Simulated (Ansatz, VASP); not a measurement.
# Two plane-wave programs on InSe

INCAR

```
SYSTEM = InSe
PREC     = Accurate       ! precision mode
ENCUT    = 520            ! plane-wave cutoff, eV
EDIFF    = 1E-7           ! SCF threshold, eV
ISMEAR   = -1             ! smearing method
SIGMA    = 0.05           ! smearing width, eV
LREAL    = .FALSE.        ! projectors in reciprocal space
LASPH    = .TRUE.         ! aspherical terms in the spheres
NELM     = 60             ! most SCF steps
ALGO     = Normal         ! electronic algorithm
ISIF     = 2              ! what is computed and relaxed
LWAVE    = .FALSE.        ! write WAVECAR
LCHARG   = .FALSE.        ! write CHGCAR
GGA      = PE             ! functional
NBANDS   = 27             ! bands
```

The input KPOINTS:

```
regular mesh
0
G
  8 8 8
  0 0 0
```

Contents of POSCAR:

```
InSe
1.0
    2.0000000000      1.1547005384      8.4400000000
   -2.0000000000      1.1547005384      8.4400000000
    0.0000000000     -2.3094010768      8.4400000000
In Se
2 2
Direct
    0.9026330000      0.8837560000      0.8815380000
   -0.0187260000     -0.0029600000      0.0168600000
    0.1596760000      0.1707980000      0.1801300000
    0.3866720000      0.3724980000      0.3868960000
```

The input input.yaml:

```yaml
crystal:
  lattice:
    - [2.0, 1.1547005384, 8.44]
    - [-2.0, 1.1547005384, 8.44]
    - [0.0, -2.3094010768, 8.44]
  atoms:
    - { symbol: In, position: [0.902633, 0.883756, 0.881538] }
    - { symbol: In, position: [-0.018726, -0.00296, 0.01686] }
    - { symbol: Se, position: [0.159676, 0.170798, 0.18013] }
    - { symbol: Se, position: [0.386672, 0.372498, 0.386896] }
hamiltonian:
  xc: pbe
  pseudopotentials: { kind: paw }
kpoints:
  mp_grid: { grid: [8, 8, 8] }
scf:
  occupations: { method: fermi_dirac, width: 0.05 }
output:
  forces: true
  stress: true
  eigenvalues: true
```

Change from the starting cell: atoms moved at random, drawn with an rms of 0.05 Å.

Alike in both runs: task single point; functional PBE; k mesh 8 × 8 × 8; occupations fermi-dirac, width 0.05 eV; no spin polarisation.

|  | VASP | Ansatz |
| --- | --- | --- |
| version | VASP 6.6.1 | Ansatz 0.2.0 |
| potentials or method | VASP PAW PBE potentials, release 64 (In_d, Se) | Ansatz PAW |
| plane-wave cutoff (eV) | 520 | 420 |
| valence electrons in the cell | 38 | 58 |

|  | VASP | Ansatz | Ansatz less VASP |
| --- | --- | --- | --- |
| gap on the k mesh at the Fermi level (eV) | 0.53 | 0.54 | +0.013 |
| least direct gap on the mesh (eV) | 0.53 | 0.54 | +0.013 |
| pressure (GPa) | 2.6 | 2.5 | -0.04 |
| largest component of the traceless stress (GPa) | 1.05 | 1.04 | -0.005 |
| rms of the force components (eV/Å) | 0.257 | 0.256 | -0.0010 |

Atom by atom the forces differ by 0.008 eV/Å (rms over components). The functional is the same, so the differences come from potentials, cutoffs and numerics. The two sets of potentials don't hold the same shells in valence.

Caveats: spin-orbit coupling is left out, which moves the levels of the heavy elements. A k mesh can miss the band edges.
